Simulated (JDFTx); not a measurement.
Input of a JDFTx 1.7.0 (patched build) run:

bands.in

```
lattice \
    0.0000000000     5.1499761211     5.1499761211 \
    5.1499761211     0.0000000000     5.1499761211 \
    5.1499761211     5.1499761211     0.0000000000
coords-type Cartesian
ion Ga     0.0000000000     0.0000000000     0.0000000000 1
ion P      7.7249641817     7.7249641817     7.7249641817 1

ion-species pseudo/Ga.upf
ion-species pseudo/P.upf
elec-cutoff 40 320
elec-ex-corr mgga-x-r2scan mgga-c-r2scan
elec-smearing Fermi 0.0018374661
elec-n-bands 15
electronic-minimize nIterations 30 energyDiffThreshold 1e-06
davidson-band-ratio 1.3
forces-output-coords Cartesian
include path.kpoints
symmetries none
fix-electron-density run.$VAR

dump-name bands.$VAR
dump End Ecomponents EigStats BandEigs Kpoints Forces
```

The input path.kpoints:

```
kpoint +0.0000000000 +0.0000000000 +0.0000000000 0.020000000000
kpoint +0.0714285714 +0.0000000000 +0.0714285714 0.020000000000
kpoint +0.1428571429 +0.0000000000 +0.1428571429 0.020000000000
kpoint +0.2142857143 +0.0000000000 +0.2142857143 0.020000000000
kpoint +0.2857142857 +0.0000000000 +0.2857142857 0.020000000000
kpoint +0.3571428571 +0.0000000000 +0.3571428571 0.020000000000
kpoint +0.4285714286 +0.0000000000 +0.4285714286 0.020000000000
kpoint +0.5000000000 +0.0000000000 +0.5000000000 0.020000000000
kpoint +0.5000000000 +0.0833333333 +0.5833333333 0.020000000000
kpoint +0.5000000000 +0.1666666667 +0.6666666667 0.020000000000
kpoint +0.5000000000 +0.2500000000 +0.7500000000 0.020000000000
kpoint +0.4375000000 +0.3125000000 +0.7500000000 0.020000000000
kpoint +0.3750000000 +0.3750000000 +0.7500000000 0.020000000000
kpoint +0.3281250000 +0.3281250000 +0.6562500000 0.020000000000
kpoint +0.2812500000 +0.2812500000 +0.5625000000 0.020000000000
kpoint +0.2343750000 +0.2343750000 +0.4687500000 0.020000000000
kpoint +0.1875000000 +0.1875000000 +0.3750000000 0.020000000000
kpoint +0.1406250000 +0.1406250000 +0.2812500000 0.020000000000
kpoint +0.0937500000 +0.0937500000 +0.1875000000 0.020000000000
kpoint +0.0468750000 +0.0468750000 +0.0937500000 0.020000000000
kpoint +0.0000000000 +0.0000000000 +0.0000000000 0.020000000000
kpoint +0.0833333333 +0.0833333333 +0.0833333333 0.020000000000
kpoint +0.1666666667 +0.1666666667 +0.1666666667 0.020000000000
kpoint +0.2500000000 +0.2500000000 +0.2500000000 0.020000000000
kpoint +0.3333333333 +0.3333333333 +0.3333333333 0.020000000000
kpoint +0.4166666667 +0.4166666667 +0.4166666667 0.020000000000
kpoint +0.5000000000 +0.5000000000 +0.5000000000 0.020000000000
kpoint +0.5250000000 +0.4500000000 +0.5250000000 0.020000000000
kpoint +0.5500000000 +0.4000000000 +0.5500000000 0.020000000000
kpoint +0.5750000000 +0.3500000000 +0.5750000000 0.020000000000
kpoint +0.6000000000 +0.3000000000 +0.6000000000 0.020000000000
kpoint +0.6250000000 +0.2500000000 +0.6250000000 0.020000000000
kpoint +0.5625000000 +0.2500000000 +0.6875000000 0.020000000000
kpoint +0.5000000000 +0.2500000000 +0.7500000000 0.020000000000
kpoint +0.5000000000 +0.2916666667 +0.7083333333 0.020000000000
kpoint +0.5000000000 +0.3333333333 +0.6666666667 0.020000000000
kpoint +0.5000000000 +0.3750000000 +0.6250000000 0.020000000000
kpoint +0.5000000000 +0.4166666667 +0.5833333333 0.020000000000
kpoint +0.5000000000 +0.4583333333 +0.5416666667 0.020000000000
kpoint +0.5000000000 +0.5000000000 +0.5000000000 0.020000000000
kpoint +0.4791666667 +0.4791666667 +0.5416666667 0.020000000000
kpoint +0.4583333333 +0.4583333333 +0.5833333333 0.020000000000
kpoint +0.4375000000 +0.4375000000 +0.6250000000 0.020000000000
kpoint +0.4166666667 +0.4166666667 +0.6666666667 0.020000000000
kpoint +0.3958333333 +0.3958333333 +0.7083333333 0.020000000000
kpoint +0.3750000000 +0.3750000000 +0.7500000000 0.020000000000
kpoint +0.6250000000 +0.2500000000 +0.6250000000 0.020000000000
kpoint +0.5833333333 +0.1666666667 +0.5833333333 0.020000000000
kpoint +0.5416666667 +0.0833333333 +0.5416666667 0.020000000000
kpoint +0.5000000000 +0.0000000000 +0.5000000000 0.020000000000
```

Potentials or basis: SG15-PBE-1.2.

Run with:

```console
$ jdftx -c 1 -i bands.in -o bands.out
```

Q: What does it give for the band gap along the path?

A: 1.83 eV, indirect (least direct gap 2.01 eV).

Levels at the corners of the path, in eV from the valence-band top:
| point | band 5 | band 6 | band 7 | band 8 | band 9 | band 10 | band 11 | band 12 | band 13 |
| --- | --- | --- | --- | --- | --- | --- | --- | --- | --- |
| Γ | -14.26 | -13.15 | 0.00 | 0.00 | 0.00 | 2.01 | 4.10 | 4.10 | 4.10 |
| X | -14.23 | -10.01 | -7.11 | -2.84 | -2.84 | 1.93 | 2.04 | 11.18 | 11.18 |
| W | -14.25 | -9.91 | -6.91 | -3.73 | -3.58 | 5.11 | 5.16 | 6.50 | 6.57 |
| K | -14.24 | -10.05 | -6.90 | -4.10 | -2.39 | 2.44 | 5.15 | 8.74 | 8.78 |
| Γ | -14.26 | -13.15 | 0.00 | 0.00 | 0.00 | 2.01 | 4.10 | 4.10 | 4.10 |
| L | -14.25 | -10.95 | -6.95 | -1.20 | -1.20 | 1.85 | 5.05 | 5.05 | 8.85 |
| U | -14.24 | -10.05 | -6.90 | -4.10 | -2.39 | 2.44 | 5.15 | 8.74 | 8.78 |
| W | -14.25 | -9.91 | -6.91 | -3.73 | -3.58 | 5.11 | 5.16 | 6.50 | 6.57 |
| L | -14.25 | -10.95 | -6.95 | -1.20 | -1.20 | 1.85 | 5.05 | 5.05 | 8.85 |
| K | -14.24 | -10.05 | -6.90 | -4.10 | -2.39 | 2.44 | 5.15 | 8.74 | 8.78 |
| U | -14.24 | -10.05 | -6.90 | -4.10 | -2.39 | 2.44 | 5.15 | 8.74 | 8.78 |
| X | -14.23 | -10.01 | -7.11 | -2.84 | -2.84 | 1.93 | 2.04 | 11.18 | 11.18 |

**Measured values to compare with.**

From “Stacking defects in GaP nanowires: Electronic structure and optical properties”, 2018, arxiv:1810.01194, for a bulk crystal of GaP at 10 K: band gap 2.34 eV (indirect).

Against the measured gap of GaP, 2.34 eV (indirect; 10 K; quoted in “Stacking defects in GaP nanowires: Electronic structure and optical properties”, 2018, arxiv:1810.01194), the calculated 1.83 eV is off by -0.51 eV. Spin-orbit coupling on Ga is left out. The value is that of r2SCAN, without temperature or zero-point motion.
